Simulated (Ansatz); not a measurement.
Cu Kα1 powder pattern (kinematic, no thermal factors).
| 2θ (°) | relative intensity |
| --- | --- |
| 24.46 | 59 |
| 26.10 | 43 |
| 27.78 | 100 |
| 36.07 | 27 |
| 43.05 | 49 |
| 47.10 | 50 |
| 50.14 | 8 |
| 51.04 | 39 |
| 52.02 | 17 |
| 53.70 | 3 |
| 57.39 | 7 |
| 59.85 | 3 |
| 65.70 | 18 |
| 68.18 | 6 |
| 69.75 | 14 |
| 71.17 | 7 |
| 74.17 | 13 |
| 74.36 | 6 |
| 76.53 | 1 |
| 78.92 | 8 |
| 81.83 | 19 |
| 84.83 | 9 |
| 85.29 | 1 |
| 89.80 | 8 |

The pattern is computed from a structure relaxed with DFT PBE, scalar-relativistic, plane waves, PAW in Ansatz. No spin polarisation. Its elements are Cd, S.

**Question.** Give the structure.

**Answer.** CdS.
Space group P6_3mc (No. 186). a = 4.198 Å, b = 4.198 Å, c = 6.822 Å, α = 90.00°, β = 90.00°, γ = 120.00°
```
atom  site  symmetry       x       y       z
  Cd    2b       3m. 0.6667  0.3333  0.1883
   S    2b       3m. 0.6667  0.3333  0.8115
```

A pattern alone doesn't exclude other cells with like lines; this is the one computed.

The cell was reached from a generator's guess, though it ends in a space group that the Crystallography Open Database lists for this formula.
